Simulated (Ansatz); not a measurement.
**BN: elastic constants with LDA**

**Experimental background.**

A printed reference work, monograph reports, for a bulk crystal of BN at 300 K: band gap 6.4 eV (indirect).

The system is BN.

```
N B
1.0
     0.00000    1.81300    1.81300
     1.81300    0.00000    1.81300
     1.81300    1.81300    0.00000
N B
1 1
Cartesian
  0.9065 0.9065 0.9065
  0.0000 0.0000 0.0000
```

The cell is a database's computed one.

```json
{
  "Program": "Ansatz 0.2.0",
  "Task": "elastic constants",
  "Functional": "LDA",
  "Potentials or basis": "all-electron LAPW, scalar-relativistic",
  "Cutoff": "476 eV (chosen from the basis error)",
  "Basis error allowed": "0.001 eV/atom",
  "k mesh": "10 × 10 × 10",
  "Occupations": "fermi-dirac, width 0.05 eV",
  "Spin": "no spin polarisation"
}
```

```yaml
Pressure: -14.1 GPa
Band_gap_on_the_k_mesh: 4.34 eV, indirect (least direct gap 8.65 eV)
Clamped-ion_elastic_constants_C11_C12_C44: 758, 146, 435 GPa
Voigt_bulk_modulus: 350 GPa
```

Levels at points of the mesh, in eV from the valence-band top:
```
             k point  band 3  band 4  band 5  band 6  band 7  band 8  band 9  band 10
  (0.00, 0.00, 0.00)  -19.97    0.00    0.00    0.00    8.65    8.65    8.65    10.28
 (0.00, 0.00, -0.50)  -15.73  -10.63   -1.93   -1.93   10.09   10.52   10.52    14.93
(0.00, -0.50, -0.50)  -14.37   -8.82   -4.88   -4.88    4.34    9.10   17.56    17.56
```

Elastic tensor in Voigt notation (GPa, ions clamped, in the Cartesian axes of the cell as first typed):
```
758 146 146   0   0   0
146 758 146   0   0   0
146 146 758   0   0   0
  0   0   0 435   0   0
  0   0   0   0 435   0
  0   0   0   0   0 435
```

Wall time 55 s on 1 thread of Arm Neoverse V1 (shared host), peak memory 0.33 GiB.

Measured gap of BN: 6.4 eV (indirect; 300 K; a printed reference work, monograph). This calculation gives 4.34 eV (-2.06 eV). The value is that of LDA on a finite k mesh, which can miss the band edges, without temperature or zero-point motion. Semilocal functionals fall short of measured gaps as a rule. The cell is a database's relaxed one, not the measured one, which moves gaps too.

Caveat: the cell is more than 3 GPa from zero pressure, which shifts response properties.
